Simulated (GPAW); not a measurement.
Runs of GPAW 26.7.0 on TiB2. The structure is hexagonal, space group P6/mmm (No. 191). Conventional cell: a = 3.029 Å, b = 3.029 Å, c = 3.228 Å, α = 90.00°, β = 90.00°, γ = 120.00°. Around Ti (site symmetry 6/mmm) lie 12 B at 2.38 Å. B (site symmetry -6m2) is surrounded by 3 B at 1.75 Å. 

```csv
task,level,potentials or basis,U,cell,k mesh,cutoff (eV),smearing,maxiter,k mesh for the DOS,dos width,convergence,optimizer,mesh quality,gap on the mesh (eV),pressure (GPa),relaxed volume (Å³/atom)
density of states,revPBE+D3,"the program's PAW data sets (release 1.2.1) made for this functional, pw",-,as given,6 × 6 × 5,680,fermi-dirac 0.01 eV,150,9 × 9 × 7,0.05 eV,-,-,coarse,none,-7.5,-
single point,PBE,"SG15 ONCV 1.2, pw",-,as given,8 × 8 × 7,800,fermi-dirac 0.05 eV,120,-,-,default,-,not flagged,none,-0.8,-
relaxation of cell and atoms,PBEsol+D3(BJ),"PAW data sets generated in the run's folder for this functional, pw",-,relaxed,7 × 7 × 6,800,fermi-dirac 0.05 eV,150,-,-,-,BFGS,not flagged,none,-0.1,8.16
electron localisation function,PBEint,"PAW data sets generated in the run's folder for this functional, pw",-,as given,6 × 6 × 5,680,fermi-dirac 0.01 eV,150,-,-,-,-,coarse,none,-2.4,-
Fermi surface,PBEint,"PAW data sets generated in the run's folder for this functional, pw",-,as given,6 × 6 × 5,680,fermi-dirac 0.01 eV,150,-,-,-,-,coarse,none,-2.4,-
relaxation of cell and atoms,PBEsol+D3,"PAW data sets generated in the run's folder for this functional, pw",-,relaxed,7 × 7 × 6,800,fermi-dirac 0.05 eV,150,-,-,-,BFGS,not flagged,none,0.0,(a)
```

Alike in all rows: no spin polarisation.

Estimate the missing entries.

(a) 8.24.

Caveats: some runs use coarse meshes; the cutoff is short for stress and forces, so pressures can be off by a GPa or more (some runs); pairwise dispersion overbinds metals, which lowers pressure and volume (some runs); later steps reuse the first step's grids (some runs).

A gap of «none» marks a metal or a gap under the smearing width.
